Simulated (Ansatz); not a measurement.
# MnO under changes of volume

One of the cells (10.999 Å³/atom); the others are scaled copies at fixed shape and fractional positions:

```
Mn O
1.0
     0.00000    2.22391    2.22391
     2.22391    0.00000    2.22391
     2.22391    2.22391    0.00000
Mn O
1 1
Cartesian
  0.0000 0.0000 0.0000
  2.2239 2.2239 2.2239
```

The cell is a database's computed one.

```yaml
Program: Ansatz 0.2.0
Functional: r2SCAN
Potentials_or_basis: Ansatz PAW
Cutoff: "500 eV (not typed: the program's choice for these potentials)"
k_mesh: 10 × 10 × 10
Occupations: fermi-dirac, width 0.05 eV
Spin: collinear spin, ferromagnetic start
Starting_moments: "[4.0, 0.0] μB"
```

```tsv
volume (Å³/atom)	energy over the lowest point (meV/atom)	pressure (GPa)	moment (μB per cell)
10.339	?	?	?
10.559	10.56	7.4	4.98
10.779	2.79	3.7	4.99
10.999	0.00	0.3	5.00
11.219	1.78	-2.9	5.00
11.439	7.76	-5.8	5.00
11.659	17.49	-8.4	5.00
```

What does the run at 10.339 Å³/atom give?

Energy over the lowest point 23.66 meV/atom; pressure 11.3 GPa; moment 4.97 μB per cell.

Worked out: A Birch-Murnaghan fit of order 3 (a polynomial in V^(-2/3)) to the other rows has its minimum at 11.02 Å³/atom with B0 = V·E''(V) = 165 GPa and B' = 3.6. It gives 23.84 meV/atom at 10.339 Å³/atom, against the run's 23.66, and -dE/dV = 11.8 GPa, against 11.3. A straight line through the other rows of the moment, of slope 0.0169 μB per Å³/atom, extrapolates to 4.98 μB, against the run's 4.97.

Energies are extrapolated to zero smearing.

Caveats: the magnetic or orbital state may not be the lowest; a cell with one magnetic atom can't hold antiferromagnetic order, which such compounds often take; the PAW data sets come from PBE, with cores solved anew for the run's functional, which leaves a small shift of forces and pressure.
